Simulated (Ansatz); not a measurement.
## PbS in Ansatz: the effect of functional

The system is PbS.

```
Pb S
1.0
     3.60428    0.00000    0.00000
     0.00000    3.60428    0.00000
     0.00000    0.00000    3.60428
Pb S
1 1
Direct
  0.00000 0.00000 0.00000
  0.50000 0.50000 0.50000
```

Measurements of this composition are mostly on another form, of space group No. 225.

The cell isn't the ideal one: volume scaled by 0.96.

Alike in all runs:

```yaml
Program: Ansatz 0.2.0
Task: single point
Potentials_or_basis: Ansatz PAW
k_mesh: 7 × 7 × 7
Occupations: fermi-dirac, width 0.05 eV
Spin: no spin polarisation
```

```csv
functional,cutoff,pressure (GPa)
LDA,420 eV (not typed: the program's choice for these potentials),-3.4
PBEsol,420 eV (not typed: the program's choice for these potentials),?
r2SCAN,500 eV (not typed: the program's choice for these potentials),1.8
```

Question: What does the run with functional PBEsol give?

Answer: Pressure -1.6 GPa.

Caveats: the PAW data sets come from PBE, with cores solved anew for the run's functional, which leaves a small shift of forces and pressure.
